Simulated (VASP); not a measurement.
# Ni2H (P-3m1) in VASP: a series of runs

The runs below take Ni2H through single point, with r2SCAN.

All numbers are computed with VASP 6.6.1; they aren't measurements. Logs are shortened: lines on timing, memory, paths and dates and some standing lists are left out, and cuts for length are marked.

**1. The crystal as given**

It takes space group P-3m1 (No. 164, trigonal). The conventional cell has a = 2.643 Å, b = 2.643 Å, c = 4.308 Å, α = 90.00°, β = 90.00°, γ = 120.00°. Around Ni (site symmetry 3m) lie 3 H at 1.83 Å. H (site symmetry -3m) has 6 Ni at 1.83 Å as nearest neighbours.

**2. Single point, r2SCAN, collinear spin, ferromagnetic start**

INCAR reads:

```
SYSTEM = Ni2H
ADDGRID  = .FALSE.      
ALGO     = Normal         ! electronic algorithm
EDIFF    = 1E-6           ! SCF threshold, eV
ENCUT    = 460            ! plane-wave cutoff, eV
ISIF     = 2              ! what is computed and relaxed
ISMEAR   = 0              ! smearing method
ISPIN    = 2              ! spin polarisation
LASPH    = .TRUE.         ! aspherical terms in the spheres
LCHARG   = .FALSE.        ! write CHGCAR
LMAXMIX  = 4              ! l up to which the mixer works
LMIXTAU  = .TRUE.       
LORBIT   = 11             ! projections on sites
LREAL    = Auto         
LWAVE    = .FALSE.        ! write WAVECAR
MAGMOM   = 1 1 0          ! initial moments
METAGGA  = R2SCAN         ! meta-GGA
NBANDS   = 22             ! bands
NELM     = 100            ! most SCF steps
PREC     = Accurate       ! precision mode
SIGMA    = 0.05           ! smearing width, eV
```

KPOINTS reads:

```
k-points
0
G
  5 5 3
  0 0 0
```

POSCAR reads:

```
Ni2H
1.0
    2.6430000000      0.0000000000      0.0000000000
   -1.3215000000      2.2889051422      0.0000000000
    0.0000000000      0.0000000000      4.3080000000
Ni H
2 1
Direct
    0.6666666667      0.3333333333      0.7670000000
    0.3333333333      0.6666666667      0.2330000000
    0.0000000000      0.0000000000      0.0000000000
```

Potentials or basis: VASP PAW PBE potentials, release 64 (Ni, H_s).

The run is started by

```console
$ cat potpaw_PBE.64/Ni/POTCAR potpaw_PBE.64/H_s/POTCAR > POTCAR
$ mpirun -np 1 vasp_std > vasp.out
```

OUTCAR:

```text
SYSTEM = Ni2H
   EDIFF = 1E-6
   ENCUT = 460
   ISIF = 2
   ISMEAR = 0
   ISPIN = 2
   LASPH = .TRUE.
   LORBIT = 11
   LREAL = Auto
   METAGGA = R2SCAN
   NELM = 100
   PREC = Accurate

 Found     12 irreducible k-points:

 Following reciprocal coordinates:
            Coordinates               Weight
  0.000000  0.000000  0.000000      1.000000
  0.200000  0.000000  0.000000      6.000000
  0.400000  0.000000  0.000000      6.000000
  0.200000  0.200000  0.000000      6.000000
  0.400000  0.200000  0.000000      6.000000
  0.000000  0.000000  0.333333      2.000000
   k-points           NKPTS =     12   k-points in BZ     NKDIM =     12   number of bands    NBANDS=     22
   number of dos      NEDOS =    301   number of ions     NIONS =      3
   total plane-waves  NPLWV =   9720
   dimension x,y,z NGX =    18 NGY =   18 NGZ =   30
   dimension x,y,z NGXF=    36 NGYF=   36 NGZF=   60
   ions per type =               2   1
   NGX,Y,Z   is equivalent  to a cutoff of  11.32, 11.32, 11.58 a.u.
   NGXF,Y,Z  is equivalent  to a cutoff of  22.64, 22.64, 23.15 a.u.
 SYSTEM =  Ni2H
   PREC   = accura    normal or accurate (medium, high low for compatibility)
   ISTART =      0    job   : 0-new  1-cont  2-samecut
   ICHARG =      2    charge: 1-file 2-atom 10-const
   ISPIN  =      2    spin polarized calculation?
   LNONCOLLINEAR =      F non collinear calculations
   LSORBIT =      F    spin-orbit coupling
   LASPH  =      T    aspherical Exc in radial PAW
   ENCUT  =  460.0 eV  33.81 Ry    5.81 a.u.   4.62  4.62  7.53*2*pi/ulx,y,z
   NELM   =    100;   NELMIN=  2; NELMDL= -5     # of ELM steps
   EDIFF  = 0.1E-05   stopping-criterion for ELM
   LREAL  =      T    real-space projection
   EDIFFG = 0.1E-04   stopping-criterion for IOM
   NSW    =      0    number of steps for IOM
   IBRION =     -1    ionic relax: 0-MD 1-quasi-New 2-CG
   NFREE  =      0    steps in history (QN), initial steepest desc. (CG)
   ISIF   =      2    stress and relaxation
   ISYM   =      2    0-nonsym 1-usesym 2-fastsym
   POTIM  = 0.5000    time-step for ionic-motion
   TEBEG  =    0.0;   TEEND  =   0.0 temperature during run
   PSTRESS=    0.0 pullay stress
   NELECT =      21.0000    total number of electrons
   NUPDOWN=      -1.0000    fix difference up-down
   EMIN   =  10.00;   EMAX   =-10.00  energy-range for DOS
   EFERMI =   0.00;   METHOD = LEGACY
   ISMEAR =     0;   SIGMA  =   0.05  broadening in eV -4-tet -1-fermi 0-gaus
   EFERMI_NEDOS =   21; number of points for ismear=-14 and -15
   IALGO  =     38    algorithm
   IMIX   =      4    mixing-type and parameters
     AMIX     =   0.40;   BMIX     =  1.00
     AMIX_MAG =   1.60;   BMIX_MAG =  1.00
  volume/ion in A,a.u.               =       8.69        58.62
  Fermi-wavevector in a.u.,A,eV,Ry     =   1.523401  2.878811 31.575750  2.320752
  Thomas-Fermi vector in A             =   2.631850
   LORBIT       =     11    0 simple, 1 ext, 2 COOP (PROOUT), +10 PAW based schemes
   METAGGA = R2SCAN    functional components
   LHFCALC =     F    Hartree Fock is set to
   AEXX    =    0.0000 exact exchange contribution
   IVDW    =     0    specifies the selected vdW correction
   LEPSILON=     F    determine dielectric tensor
   LRPA    =     F    only Hartree local field effects (RPA)
 spin polarized calculation
 Gauss-broadening in eV      SIGMA  =   0.05
  energy-cutoff  :      460.00
  volume of cell :       26.06
 maximum number of plane-waves:       591
   NGX =  9   NGY =  9   NGZ = 15

 number of electron      20.9999995 magnetization       0.9200502

 Free energy of the ion-electron system (eV)
  ---------------------------------------------------
  ext. energy  EPLUGINS =         0.00000000
  ---------------------------------------------------
  free energy    TOTEN  =       -26.96394194 eV

  energy without entropy =      -26.95629335  energy(sigma->0) =      -26.96011765

 E-fermi :   7.7370     XC(G=0): -13.6063

 val. band max:        7.7230739130   @ k =   0.4000   0.2000   0.0000
 cond. band min:       7.7510846440   @ k =   0.2000   0.2000   0.0000
 fundamental gap:      0.0280107311
 Fermi energy:         7.7370205905

 spin component 1

 k-point     1 :       0.0000    0.0000    0.0000
  band No.  band energies     occupation
      1      -3.5263      1.00000
      2       3.1977      1.00000
      3       5.2973      1.00000
      4       5.5063      1.00000
      5       5.5066      1.00000
      6       5.6792      1.00000
[... 14 lines left out ...]
     21      33.1598      0.00000
     22      35.7627      0.00000

 k-point     2 :       0.2000    0.0000    0.0000
  band No.  band energies     occupation
      1      -2.4965      1.00000
      2       3.8487      1.00000
      3       4.2093      1.00000
      4       5.1724      1.00000
      5       5.5009      1.00000
      6       5.6747      1.00000
[... 14 lines left out ...]
     21      33.2639      0.00000
     22      33.3359      0.00000

 k-point     3 :       0.4000    0.0000    0.0000
  band No.  band energies     occupation
      1      -0.3236      1.00000
      2       3.5070      1.00000
      3       4.0793      1.00000
      4       5.0885      1.00000
      5       5.4115      1.00000
      6       5.6030      1.00000
[... 14 lines left out ...]
     21      32.1198      0.00000
     22      34.5395      0.00000

 k-point     4 :       0.2000    0.2000    0.0000
  band No.  band energies     occupation
      1      -0.8506      1.00000
      2       3.8248      1.00000
      3       4.4200      1.00000
      4       4.6940      1.00000
      5       5.2862      1.00000
      6       5.6159      1.00000
[... 14 lines left out ...]
     21      34.2733      0.00000
     22      35.9083      0.00000

 k-point     5 :       0.4000    0.2000    0.0000
  band No.  band energies     occupation
      1       0.3495      1.00000
      2       3.8816      1.00000
      3       4.2558      1.00000
      4       4.8176      1.00000
      5       5.3248      1.00000
      6       5.5164      1.00000
[... 14 lines left out ...]
     21      37.1750      0.00000
     22      39.2520      0.00000

 k-point     6 :       0.0000    0.0000    0.3333
  band No.  band energies     occupation
      1      -3.0682      1.00000
      2       2.0359      1.00000
      3       5.0800      1.00000
      4       5.4165      1.00000
      5       5.4333      1.00000
      6       5.4335      1.00000
[... 14 lines left out ...]
     21      33.9935      0.00000
     22      33.9936      0.00000

 [... further k-points ...]

 spin component 2

 k-point     1 :       0.0000    0.0000    0.0000
  band No.  band energies     occupation
      1      -3.6459      1.00000
      2       3.5650      1.00000
      3       5.2723      1.00000
      4       6.0817      1.00000
      5       6.0818      1.00000
      6       6.3436      1.00000
[... 14 lines left out ...]
     21      33.1507      0.00000
     22      35.8164      0.00000

 k-point     2 :       0.2000    0.0000    0.0000
  band No.  band energies     occupation
      1      -2.6025      1.00000
      2       4.2688      1.00000
      3       4.4262      1.00000
      4       5.8006      1.00000
      5       6.1921      1.00000
      6       6.3045      1.00000
[... 14 lines left out ...]
     21      33.3264      0.00000
     22      33.4381      0.00000

 k-point     3 :       0.4000    0.0000    0.0000
  band No.  band energies     occupation
      1      -0.3446      1.00000
      2       3.7784      1.00000
      3       4.6713      1.00000
      4       5.5248      1.00000
      5       6.0227      1.00000
      6       6.0878      1.00000
[... 14 lines left out ...]
     21      32.2072      0.00000
     22      34.6287      0.00000

 k-point     4 :       0.2000    0.2000    0.0000
  band No.  band energies     occupation
      1      -0.9070      1.00000
      2       4.0734      1.00000
      3       4.9614      1.00000
      4       5.2957      1.00000
      5       5.8730      1.00000
      6       6.1580      1.00000
[... 14 lines left out ...]
     21      34.3557      0.00000
     22      35.9768      0.00000

 k-point     5 :       0.4000    0.2000    0.0000
  band No.  band energies     occupation
      1       0.3885      1.00000
      2       4.2172      1.00000
      3       4.8267      1.00000
      4       5.3238      1.00000
      5       5.8371      1.00000
      6       5.9902      1.00000
[... 14 lines left out ...]
     21      37.2231      0.00000
     22      39.2494      0.00000

 k-point     6 :       0.0000    0.0000    0.3333
  band No.  band energies     occupation
      1      -3.1801      1.00000
      2       2.0033      1.00000
      3       5.5685      1.00000
      4       5.9884      1.00000
      5       5.9886      1.00000
      6       6.1300      1.00000
[... 14 lines left out ...]
     21      34.0968      0.00000
     22      34.0970      0.00000

 [... further k-points ...]

------------------------ aborting loop because EDIFF is reached ----------------------------------------

  FORCE on cell =-STRESS in cart. coord.  units (eV):
  Direction    XX          YY          ZZ          XY          YZ          ZX
  --------------------------------------------------------------------------------------
  -------------------------------------------------------------------------------------
  Total       -2.4009733     -2.4009733     -2.5580590      0.0000000      0.0000000      0.0000000
  in kB     -147.6037079   -147.6037079   -157.2608018      0.0000000      0.0000000      0.0000000
  external PRESSURE =    -150.8227392 kB  Pullay stress =       0.0000000 kB

 VOLUME and BASIS-vectors are now :
 -----------------------------------------------------------------------------
  energy-cutoff  :      460.00
  volume of cell :       26.06
      direct lattice vectors                 reciprocal lattice vectors
     2.643000000  0.000000000  0.000000000     0.378357927  0.218445051  0.000000000
    -1.321500000  2.288905142  0.000000000     0.000000000  0.436890102  0.000000000
     0.000000000  0.000000000  4.308000000     0.000000000  0.000000000  0.232126277

 POSITION                                       TOTAL-FORCE (eV/Angst)
 -----------------------------------------------------------------------------------
      1.32150      0.76297      3.30424         0.000000     -0.000000     -0.998751
     -0.00000      1.52594      1.00376        -0.000000      0.000000      0.998751
      0.00000      0.00000      0.00000         0.000000      0.000000      0.000000
 -----------------------------------------------------------------------------------
    total drift:                                0.000000     -0.000000     -0.000000

  FREE ENERGIE OF THE ION-ELECTRON SYSTEM (eV)
  ---------------------------------------------------
  free  energy   TOTEN  =       -26.9639419420 eV

  energy  without entropy=      -26.9562933539  energy(sigma->0) =      -26.96011765

 total charge

# of ion       s       p       d       tot
------------------------------------------
    1        0.421   0.458   8.394   9.273
    2        0.421   0.458   8.394   9.273
    3        0.696   0.084   0.000   0.780
--------------------------------------------------
tot          1.538   0.999  16.788  19.326

 magnetization (x)

# of ion       s       p       d       tot
------------------------------------------
    1       -0.003  -0.018   0.509   0.487
    2       -0.003  -0.018   0.509   0.487
    3       -0.003  -0.005   0.000  -0.008
--------------------------------------------------
tot         -0.010  -0.042   1.017   0.965
```

Wall time 2.3 min (1 thread of Intel Xeon Platinum 8175M at 2.50GHz (Skylake/Cascade Lake), shared host); peak memory 0.15 GiB.

The run converged, but some of its settings lie outside the range that counts as converged, so its numbers aren't taken as properties of the crystal.

Results:

- Free energy: -26.9639 eV
- Pressure: -15.1 GPa
- Largest force: 0.999 eV/Å
- Band gap on the k mesh: none (metal or under the smearing width)
- Net moment: 0.92 μB per cell
- Site moments: Ni +0.49; H -0.01 μB
- Valence electrons inside the program's atomic spheres: Ni 9.27; H 0.78

Caveat: the k mesh is coarse (spacing up to 0.55 Å⁻¹), so the values aren't converged; the PAW data sets were made with another functional, which shifts forces and pressure a little.

**3. Single point, r2SCAN, collinear spin, ferromagnetic start**

INCAR, as its differences from that of step 2:

```diff
@@ -3,3 +3,3 @@
 ALGO     = Normal         ! electronic algorithm
-EDIFF    = 1E-6           ! SCF threshold, eV
+EDIFF    = 0.01           ! SCF threshold, eV
 ENCUT    = 460            ! plane-wave cutoff, eV
@@ -13,3 +13,3 @@
 LORBIT   = 11             ! projections on sites
-LREAL    = Auto         
+LREAL    = .FALSE.        ! projectors in reciprocal space
 LWAVE    = .FALSE.        ! write WAVECAR
```

KPOINTS is that of step 2.

POSCAR is that of step 2.

Potentials or basis: VASP PAW PBE potentials, release 64 (Ni, H_s).

The run is started by

```console
$ cat potpaw_PBE.64/Ni/POTCAR potpaw_PBE.64/H_s/POTCAR > POTCAR
$ mpirun -np 1 vasp_std > vasp.out
```

Run time: 64 s. Hardware: 1 thread of Intel Xeon Platinum 8175M at 2.50GHz (Skylake/Cascade Lake), shared host; peak memory 0.14 GiB.

These settings aren't checked as converged: the numbers below hold their error.

Results:

* Free energy: -26.9650 eV
* Pressure: -37.1 GPa
* Largest force: 0.918 eV/Å
* Band gap on the k mesh: none (metal or under the smearing width)
* Net moment: 0.85 μB per cell
* Site moments: Ni +0.48; H -0.01 μB
* Valence electrons inside the program's atomic spheres: Ni 9.27; H 0.79

Caveat: the k mesh is coarse (spacing up to 0.55 Å⁻¹), so the values aren't converged; a pressure of tens of GPa on the cell as given is suspect, and the run, the potentials or the cell itself is likely at fault; the PAW data sets were made with another functional, which shifts forces and pressure a little.

**4. Single point, r2SCAN, collinear spin, ferromagnetic start**

INCAR, as its differences from that of step 3:

```diff
@@ -3,3 +3,3 @@
 ALGO     = Normal         ! electronic algorithm
-EDIFF    = 0.01           ! SCF threshold, eV
+EDIFF    = 0.001          ! SCF threshold, eV
 ENCUT    = 460            ! plane-wave cutoff, eV
```

KPOINTS is that of step 3.

POSCAR is that of step 3.

The run is started by

```console
$ cat potpaw_PBE.64/Ni/POTCAR potpaw_PBE.64/H_s/POTCAR > POTCAR
$ mpirun -np 1 vasp_std > vasp.out
```

Wall time 67 s (1 thread of Intel Xeon Platinum 8175M at 2.50GHz (Skylake/Cascade Lake), shared host); peak memory 0.14 GiB.

These settings aren't checked as converged: the numbers below hold their error.

Results:

```yaml
Free_energy: -26.9639 eV
Pressure: -15.8 GPa
Largest_force: 1.007 eV/Å
Band_gap_on_the_k_mesh: none (metal or under the smearing width)
Net_moment: 0.92 μB per cell
Site_moments: Ni +0.49; H -0.01 μB
Valence_electrons_inside_the_program's_atomic_spheres: Ni 9.27; H 0.78
```

Caveat: the k mesh is coarse (spacing up to 0.55 Å⁻¹), so the values aren't converged; the PAW data sets were made with another functional, which shifts forces and pressure a little.

**5. Single point, r2SCAN, collinear spin, ferromagnetic start**

INCAR, as its differences from that of step 4:

```diff
@@ -3,3 +3,3 @@
 ALGO     = Normal         ! electronic algorithm
-EDIFF    = 0.001          ! SCF threshold, eV
+EDIFF    = 1E-4           ! SCF threshold, eV
 ENCUT    = 460            ! plane-wave cutoff, eV
```

KPOINTS is that of step 4.

POSCAR is that of step 4.

The run is started by

```console
$ cat potpaw_PBE.64/Ni/POTCAR potpaw_PBE.64/H_s/POTCAR > POTCAR
$ mpirun -np 1 vasp_std > vasp.out
```

Run time: 61 s. Hardware: 1 thread of Intel Xeon Platinum 8175M at 2.50GHz (Skylake/Cascade Lake), shared host; peak memory 0.14 GiB.

The run converged, but some of its settings lie outside the range that counts as converged, so its numbers aren't taken as properties of the crystal.

What came out:

```yaml
Free_energy: -26.9639 eV
Pressure: -16.1 GPa
Largest_force: 1.002 eV/Å
Band_gap_on_the_k_mesh: none (metal or under the smearing width)
Net_moment: 0.92 μB per cell
Site_moments: Ni +0.49; H -0.01 μB
Valence_electrons_inside_the_program's_atomic_spheres: Ni 9.27; H 0.78
```

Caveat: the k mesh is coarse (spacing up to 0.55 Å⁻¹), so the values aren't converged; the PAW data sets were made with another functional, which shifts forces and pressure a little.
